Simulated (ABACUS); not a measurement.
Wanted: an ASE script for an ABACUS 3.10.1 run.

```
Task                                          : single point
Functional                                    : PBEsol
Potentials or basis                           : GBRV ultrasoft 1.5 PBE
Cutoff                                        : 544 eV
Density cutoff                                : 4354 eV
Basis                                         : plane waves
k mesh                                        : 6 × 6 × 4
Occupations                                   : fermi-dirac, width 0.05 eV
Spin                                          : no spin polarisation
Radial cutoff of the potentials (pseudo_rcut) : 10 bohr
SCF threshold on the density                  : 1e-08
Max SCF steps                                 : 100
Eigensolver                                   : dav
Mixing                                        : broyden
Mixing share                                  : 0.7
Symmetry key                                  : 1
Bands                                         : 22
```

The structure of ZrSe2 lies in POSCAR:

```
ZrSe2
1.0
    3.7980000000      0.0000000000      0.0000000000
   -1.8990000000      3.2891644836      0.0000000000
    0.0000000000      0.0000000000      6.1920000000
Zr Se
1 2
Direct
    0.0000000000      0.0000000000      0.0000000000
    0.6666666667      0.3333333333      0.7500000000
    0.3333333333      0.6666666667      0.2500000000
```

One way to write it, as run:

run_abacus.py

```python
"""ABACUS run from a structure file: ASE reads it, the script writes STRU, KPT and INPUT."""
import re
import subprocess
from ase.io import read
from ase.units import Bohr

atoms = read("POSCAR")
atoms = atoms[(-atoms.numbers).argsort(kind="stable")]  # ABACUS lists atoms element by element
pseudo = {'Zr': 'zr_pbe_v1.uspp.F.UPF', 'Se': 'se_pbe_v1.uspp.F.UPF'}
orbital = {}
magmoms = None
kmesh = [6, 6, 4]
params = {
    'suffix': 'ZrSe2',
    'calculation': 'scf',
    'basis_type': 'pw',
    'pseudo_dir': './',
    'symmetry': 1,
    'dft_functional': 'pbesol',
    'ecutwfc': 40,
    'pseudo_rcut': 10,
    'nspin': 1,
    'nbands': 22,
    'ks_solver': 'dav',
    'smearing_method': 'fd',
    'smearing_sigma': 0.00367493,
    'scf_thr': 1e-08,
    'scf_nmax': 100,
    'mixing_type': 'broyden',
    'mixing_beta': 0.7,
    'cal_force': 1,
    'cal_stress': 1,
    'ecutrho': 320,
    'out_chg': 1,
    'out_pot': 2,
    'out_elf': 0,
    'kpar': 4,
}

symbols = atoms.get_chemical_symbols()
elements = list(dict.fromkeys(symbols))
lines = ["ATOMIC_SPECIES"] + [f"{e} {atoms.get_masses()[symbols.index(e)]:.4f} {pseudo[e]}" for e in elements]
if orbital:
    lines += ["", "NUMERICAL_ORBITAL"] + [orbital[e] for e in elements]
lines += ["", "LATTICE_CONSTANT", f"{1 / Bohr:.10f}", "", "LATTICE_VECTORS"]
lines += [" ".join(f"{x:.10f}" for x in v) for v in atoms.cell]
lines += ["", "ATOMIC_POSITIONS", "Direct"]
for e in elements:
    lines += ["", e, "0.0", str(symbols.count(e))]
    for i, p in enumerate(atoms.get_scaled_positions(wrap=False)):
        if symbols[i] == e:
            mag = "" if magmoms is None else " mag " + " ".join(str(x) for x in (magmoms[i] if isinstance(magmoms[i], list) else [magmoms[i]]))
            lines.append(" ".join(f"{x:.10f}" for x in p) + " 1 1 1" + mag)
open("STRU", "w").write("\n".join(lines) + "\n")
open("KPT", "w").write("K_POINTS\n0\nGamma\n%d %d %d 0 0 0\n" % tuple(kmesh))
open("INPUT", "w").write("INPUT_PARAMETERS\n" + "".join(f"{k:<20s}{v}\n" for k, v in params.items()))

done = subprocess.run(['mpirun', '-np', '4', 'abacus'])
if done.returncode:
    raise SystemExit(done.returncode)
log = open("OUT.ZrSe2/running_scf.log").read()
print("final energy (eV):", re.findall(r"FINAL_ETOT_IS (\S+)", log))
```

Potentials or basis: GBRV ultrasoft 1.5 PBE, plane waves.

The run is started by

```sh
$ OMP_NUM_THREADS=1 python run_abacus.py > log
```

It gave:

| Item | Value |
| --- | --- |
| Pressure | -1.0 GPa |
| Largest force | 0.096 eV/Å |
| Band gap on the k mesh | 0.31 eV, indirect (least direct gap 1.00 eV) |

Caveat: the potentials were made for another functional, which shifts forces and pressure; this functional lacks dispersion, which binds the layers, so the pressure and a relaxed spacing across them are unreliable.

Wall time 56 s on 4 MPI ranks on Intel(R) Xeon(R) Platinum 8488C (Sapphire Rapids) (shared host), peak memory 1 GiB a rank.
